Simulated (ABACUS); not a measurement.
Here is an ABACUS 3.10.1 calculation.

File INPUT:

```
INPUT_PARAMETERS
suffix              Ag
calculation         scf
basis_type          pw
pseudo_dir          ./
latname             fcc
symmetry            1
dft_functional      GGA_X_OPTX+GGA_C_LYP
ecutwfc             55
pseudo_rcut         10
nspin               1
nbands              20
ks_solver           dav
smearing_method     fd
smearing_sigma      0.00367493
scf_thr             1e-08
scf_nmax            100
mixing_type         broyden
mixing_beta         0.7
cal_force           1
cal_stress          1
ecutrho             440
out_chg             1
out_pot             2
out_elf             0
kpar                4
```

STRU

```
ATOMIC_SPECIES
Ag 107.8682 Ag_ONCV_PBE-1.0.oncvpsp.upf

LATTICE_CONSTANT
7.7204760822

ATOMIC_POSITIONS
Direct

Ag
0.0
1
0.0000000000 0.0000000000 0.0000000000 1 1 1
```

KPT

```
K_POINTS
0
Gamma
9 9 9 0 0 0
```

Potentials or basis: SSSP 1.3 efficiency PBE, plane waves.

Command:

```sh
$ OMP_NUM_THREADS=1 mpirun -np 4 abacus > log
```

Question: Estimate the band gap on the k mesh.

Answer: None (metal or under the smearing width).

Question: Estimate the pressure.

Answer: 7.2 GPa.

Caveat: the potentials were made for another functional, which shifts forces and pressure.
